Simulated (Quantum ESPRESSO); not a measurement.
# SnO (P1) in Quantum ESPRESSO: convergence with wavefunction cutoff

Aim: find how far wavefunction cutoff must go before the results for SnO settle, at r2SCAN. This setting moves, with any that are tied to it; all else stays.

Everything below comes from runs of Quantum ESPRESSO 7.5. Logs are shortened: lines on timing, memory, paths and dates and some standing lists are left out, and cuts for length are marked.

## (1) The cell of the first run

The typed cell holds 4 atoms: a = 3.814 Å, b = 3.814 Å, c = 4.887 Å, α = 90.00°, β = 90.00°, γ = 90.00°.

The cell comes from a database or a generator and needn't be the stable form of this composition.

The cell isn't the ideal one: atoms moved at random, drawn with an rms of 0.1 Å.

## (2) With wavefunction cutoff 34 Ry

Input file pw.in:

```
&CONTROL
  calculation = 'scf'
  prefix = 'pwscf'
  outdir = './tmp'
  pseudo_dir = './pseudo'
  tprnfor = .true.
  tstress = .true.
  disk_io = 'nowf'
/
&SYSTEM
  ibrav = 0
  nat = 4
  ntyp = 2
  ecutwfc = 34
  nbnd = 28
  input_dft = 'r2scan'
  occupations = 'smearing'
  smearing = 'mv'
  degauss = 0.00999582
  nosym = .true.
/
&ELECTRONS
  conv_thr = 1d-08
  electron_maxstep = 120
  mixing_beta = 0.5
/
ATOMIC_SPECIES
Sn   118.7100 Sn.upf
O     15.9990 O.upf
CELL_PARAMETERS angstrom
   3.8136952200    0.0000000000    0.0000000000
   0.0000000000    3.8136952200    0.0000000000
   0.0000000000    0.0000000000    4.8869133000
ATOMIC_POSITIONS crystal
Sn     0.4885580000   -0.0236380000    0.7893410000
Sn    -0.0039350000    0.5217890000    0.2397410000
O     -0.0246610000   -0.0016690000    0.0050780000
O      0.4944870000    0.5017330000    0.0259530000
K_POINTS automatic
3 3 2 0 0 0
```

Potentials or basis: PseudoDojo 0.5 SR PBE standard.

Launch:

```
> OMP_NUM_THREADS=1 pw.x -in pw.in > pw.out
```

pw.out:

```text
This program is part of the open-source Quantum ESPRESSO suite
     for quantum simulation of materials; please cite
         "P. Giannozzi et al., J. Phys.:Condens. Matter 21 395502 (2009);
         "P. Giannozzi et al., J. Phys.:Condens. Matter 29 465901 (2017);
         "P. Giannozzi et al., J. Chem. Phys. 152 154105 (2020);
     in publications or presentations arising from this work. More details at

     IMPORTANT: XC functional enforced from input :
     Exchange-correlation= R2SCAN
                           (   0   0   0   0   0 497 498)
     Any further DFT definition will be discarded
     Please, verify this is what you really want

     Message from routine setup :
     BEWARE: nonlinear core correction is not consistent with meta-GGA

     G-vector sticks info
     --------------------
     sticks:   dense  smooth     PW     G-vecs:    dense   smooth      PW
     Sum         561     561    177                12875    12875    2083

     Using Slab Decomposition

     bravais-lattice index     =            0
     lattice parameter (alat)  =       7.2068  a.u.
     unit-cell volume          =     479.6486 (a.u.)^3
     number of atoms/cell      =            4
     number of atomic types    =            2
     number of electrons       =        40.00
     number of Kohn-Sham states=           28
     kinetic-energy cutoff     =      34.0000  Ry
     charge density cutoff     =     136.0000  Ry
     scf convergence threshold =      1.0E-08
     mixing beta               =       0.5000
     number of iterations used =            8  plain     mixing
     Exchange-correlation= R2SCAN
                           (   0   0   0   0   0 497 498)

     celldm(1)=   7.206839  celldm(2)=   0.000000  celldm(3)=   0.000000
     celldm(4)=   0.000000  celldm(5)=   0.000000  celldm(6)=   0.000000

     crystal axes: (cart. coord. in units of alat)
               a(1) = (   1.000000   0.000000   0.000000 )
               a(2) = (   0.000000   1.000000   0.000000 )
               a(3) = (   0.000000   0.000000   1.281412 )

     reciprocal axes: (cart. coord. in units 2 pi/alat)
               b(1) = (  1.000000  0.000000  0.000000 )
               b(2) = (  0.000000  1.000000  0.000000 )
               b(3) = (  0.000000  0.000000  0.780389 )

     PseudoPot. # 1 for Sn read from file:
     Sn.upf
     Pseudo is Norm-conserving + core correction, Zval = 14.0
     Generated using ONCVPSP code by D. R. Hamann
     Using radial grid of 1628 points,  6 beta functions with:
                l(1) =   0
                l(2) =   0
                l(3) =   1
                l(4) =   1
                l(5) =   2
                l(6) =   2

     PseudoPot. # 2 for O  read from file:
     O.upf
     Pseudo is Norm-conserving + core correction, Zval =  6.0
     Generated using ONCVPSP code by D. R. Hamann
     Using radial grid of  936 points,  5 beta functions with:
                l(1) =   0
                l(2) =   0
                l(3) =   1
                l(4) =   1
                l(5) =   2

     atomic species   valence    mass     pseudopotential
     Sn               14.00   118.71000     Sn( 1.00)
     O                 6.00    15.99900     O ( 1.00)

     No symmetry found

   Cartesian axes

     site n.     atom                  positions (alat units)
         1        Sn     tau(   1) = (   0.4885580  -0.0236380   1.0114707  )
         2        Sn     tau(   2) = (  -0.0039350   0.5217890   0.3072069  )
         3        O      tau(   3) = (  -0.0246610  -0.0016690   0.0065070  )
         4        O      tau(   4) = (   0.4944870   0.5017330   0.0332565  )

     number of k points=    10  Marzari-Vanderbilt smearing, width (Ry)=  0.0100
                       cart. coord. in units 2pi/alat
        k(    1) = (   0.0000000   0.0000000   0.0000000), wk =   0.1111111
        k(    2) = (   0.0000000   0.0000000  -0.3901947), wk =   0.1111111
        k(    3) = (   0.0000000   0.3333333   0.0000000), wk =   0.2222222
        k(    4) = (   0.0000000   0.3333333  -0.3901947), wk =   0.2222222
        k(    5) = (   0.3333333   0.0000000   0.0000000), wk =   0.2222222
        k(    6) = (   0.3333333   0.0000000  -0.3901947), wk =   0.2222222
        k(    7) = (   0.3333333   0.3333333   0.0000000), wk =   0.2222222
        k(    8) = (   0.3333333   0.3333333  -0.3901947), wk =   0.2222222
        k(    9) = (   0.3333333  -0.3333333   0.0000000), wk =   0.2222222
        k(   10) = (   0.3333333  -0.3333333  -0.3901947), wk =   0.2222222

     Dense  grid:    12875 G-vectors     FFT dimensions: (  27,  27,  36)

     WARNING: libxc functional with ID  497 depends
      on external parameters: check the user_guide of
      QE if you need to modify them or to check their
      default values.

     WARNING: libxc functional with ID  498 depends
      on external parameters: check the user_guide of
      QE if you need to modify them or to check their
[... 21 lines left out ...]

     iteration #  2     ecut=    34.00 Ry     beta= 0.50
     Davidson diagonalization with overlap
     ethr =  1.00E-02,  avg # of iterations =  2.7

     total energy              =    -321.08559957 Ry
     estimated scf accuracy    <      22.30307907 Ry

     iteration #  3     ecut=    34.00 Ry     beta= 0.50
     Davidson diagonalization with overlap
     ethr =  1.00E-02,  avg # of iterations =  1.0

     negative rho (up,down):  1.190E-05 0.000E+00

     total energy              =    -321.05286918 Ry
     estimated scf accuracy    <       1.79738933 Ry

     iteration #  4     ecut=    34.00 Ry     beta= 0.50
     Davidson diagonalization with overlap
     ethr =  4.49E-03,  avg # of iterations =  1.2

     total energy              =    -321.17497872 Ry
     estimated scf accuracy    <       0.11696258 Ry
[... 68 lines left out ...]
     total energy              =    -321.19611734 Ry
     estimated scf accuracy    <       0.00000003 Ry

     iteration # 15     ecut=    34.00 Ry     beta= 0.50
     Davidson diagonalization with overlap
     ethr =  7.35E-11,  avg # of iterations =  3.6

     End of self-consistent calculation

          k = 0.0000 0.0000 0.0000 (  1609 PWs)   bands (ev):

   -12.4442 -11.4779  -8.4287  -8.3586  -8.2939  -8.2449  -8.2280  -8.1653
    -8.1364  -8.0553  -7.8815  -6.8427   1.9266   3.2449   3.5476   3.7476
     6.5629   6.8103   6.8681  10.0391  11.9904  14.3852  15.8534  15.9598
    16.1023  16.2599  18.6209  19.3655

          k = 0.0000 0.0000-0.3902 (  1626 PWs)   bands (ev):

   -12.4319 -11.5018  -8.4587  -8.4369  -8.3735  -8.3615  -8.1990  -8.1456
    -8.0773  -8.0130  -7.9478  -6.9846   0.6452   3.6651   3.7591   6.1937
     6.4866   6.7763   6.8184   8.2355  11.6692  13.7361  13.9161  14.0395
    18.3791  19.0498  19.6859  20.4454

          k = 0.0000 0.3333 0.0000 (  1618 PWs)   bands (ev):

   -12.1721 -11.6976  -8.3933  -8.3595  -8.2662  -8.2415  -8.1788  -8.1552
    -8.1070  -8.0045  -7.8186  -7.1042   1.7686   2.7912   4.1446   4.2607
     5.7068   5.8446   6.6147   9.1980  13.2106  13.8519  15.2903  16.3137
    16.6308  16.8431  19.4626  22.2596

          k = 0.0000 0.3333-0.3902 (  1598 PWs)   bands (ev):

   -12.1622 -11.6882  -8.4149  -8.2619  -8.2474  -8.1388  -8.1179  -8.0145
    -8.0033  -7.9052  -7.6301  -7.0323   1.2450   3.2673   3.7974   4.2786
     5.5768   5.7465   8.3737   8.5299  12.2567  13.7313  15.1608  16.2109
    16.7659  17.9854  20.2681  22.0203

          k = 0.3333 0.0000 0.0000 (  1618 PWs)   bands (ev):

   -12.1636 -11.6746  -8.4021  -8.3391  -8.2741  -8.2398  -8.1960  -8.1490
    -7.9887  -7.9626  -7.8519  -7.2471   1.4288   2.5276   4.3375   4.4158
     5.7527   5.9993   6.6837   9.1126  13.5521  14.4082  15.1793  16.1715
    16.3576  16.5669  19.3064  22.1488

          k = 0.3333 0.0000-0.3902 (  1598 PWs)   bands (ev):

   -12.1507 -11.6526  -8.3804  -8.2987  -8.2402  -8.2073  -8.0599  -8.0325
    -7.9518  -7.9028  -7.6272  -7.1174   1.0192   2.8488   3.8462   4.4992
     5.8128   6.0203   8.3146   8.5109  12.2853  13.8170  14.8700  16.6880
    17.1380  17.4528  20.3144  21.9895

          k = 0.3333 0.3333 0.0000 (  1610 PWs)   bands (ev):

   -11.9875 -11.7408  -8.3578  -8.2513  -8.2244  -8.1716  -8.1310  -8.0520
    -8.0234  -7.9515  -7.6271  -7.2113   0.6547   1.3212   4.2236   5.1327
     6.2363   6.7905   7.4524   8.8279  12.1613  12.5852  15.3335  15.7815
    17.5611  18.0647  18.6456  19.2398

          k = 0.3333 0.3333-0.3902 (  1604 PWs)   bands (ev):

   -11.9835 -11.7542  -8.3528  -8.2684  -8.2420  -8.1566  -8.1202  -8.0709
    -7.9762  -7.9319  -7.4360  -7.1234   0.6349   1.4472   3.4886   4.8287
     6.3520   7.3806   7.8948   8.1228  12.7859  13.7749  14.4912  15.4862
    16.0488  17.7338  21.0463  21.4382

          k = 0.3333-0.3333 0.0000 (  1610 PWs)   bands (ev):

   -11.9947 -11.7331  -8.3527  -8.2704  -8.2389  -8.1564  -8.1126  -8.0564
    -8.0252  -7.9430  -7.6488  -7.2029   0.6738   1.3067   4.2321   5.1201
     6.2123   6.8098   7.4704   8.8280  12.1318  12.5980  15.3575  15.7747
    17.4895  18.1360  18.6816  19.2163

          k = 0.3333-0.3333-0.3902 (  1604 PWs)   bands (ev):

   -11.9851 -11.7498  -8.3559  -8.2986  -8.2399  -8.1679  -8.1158  -8.0562
    -7.9628  -7.9404  -7.4237  -7.1243   0.6479   1.4364   3.4958   4.8140
     6.3473   7.3953   7.9202   8.0926  12.8059  13.7930  14.4900  15.4812
    15.9964  17.7292  21.0956  21.4465

     the Fermi energy is    10.7551 ev

!    total energy              =    -321.19612496 Ry
     estimated scf accuracy    <          9.6E-09 Ry
     smearing contrib. (-TS)   =       0.00000000 Ry
     internal energy E=F+TS    =    -321.19612496 Ry

     The total energy is F=E-TS. E is the sum of the following terms:
     one-electron contribution =    -134.94876687 Ry
     hartree contribution      =      91.17523768 Ry
     xc contribution           =     -46.62088446 Ry
     ewald contribution        =    -230.80171131 Ry

     convergence has been achieved in  15 iterations

     Forces acting on atoms (cartesian axes, Ry/au):

     atom    1 type  1   force =    -0.05595094    0.09653937    0.00866538
     atom    2 type  1   force =    -0.04511230   -0.00507121   -0.03172698
     atom    3 type  2   force =     0.07552199   -0.02597181    0.01987816
     atom    4 type  2   force =     0.02554125   -0.06549635    0.00318344

     Total force =     0.165283     Total SCF correction =     0.000575

     Computing stress (Cartesian axis) and pressure

          total   stress  (Ry/bohr**3)                   (kbar)     P=     2511.34
   0.01757837  -0.00000048   0.00004834         2585.87       -0.07        7.11
  -0.00000048   0.01690933  -0.00020943           -0.07     2487.45      -30.81
   0.00004834  -0.00020943   0.01672756            7.11      -30.81     2460.71

=------------------------------------------------------------------------------=
   JOB DONE.
=------------------------------------------------------------------------------=
```

Wall time 24 s (1 thread of Arm Neoverse V2, shared host); peak memory 0.05 GiB.

The run converged, but runs of this kind are known to go wrong with this program or these potentials, so none of its numbers is taken as a property of the crystal.

Caveat: the k mesh is coarse (spacing up to 0.64 Å⁻¹), so the values aren't converged; a meta-GGA on potentials with a model core is unreliable; the potentials were made for another functional, which shifts forces and pressure.

## (3) With wavefunction cutoff 42 Ry

pw.in, as its differences from that of step 2:

```diff
@@ -13,3 +13,3 @@
   ntyp = 2
-  ecutwfc = 34
+  ecutwfc = 42
   nbnd = 28
```

Potentials or basis: PseudoDojo 0.5 SR PBE standard.

Launch:

```
> OMP_NUM_THREADS=1 pw.x -in pw.in > pw.out
```

Wall time 23 s (1 thread of Arm Neoverse V2, shared host); peak memory 0.06 GiB.

The run converged, but runs of this kind are known to go wrong with this program or these potentials, so none of its numbers is taken as a property of the crystal.

Caveat: the k mesh is coarse (spacing up to 0.64 Å⁻¹), so the values aren't converged; a meta-GGA on potentials with a model core is unreliable; the potentials were made for another functional, which shifts forces and pressure.

(Part 1 of 2 ends here.)
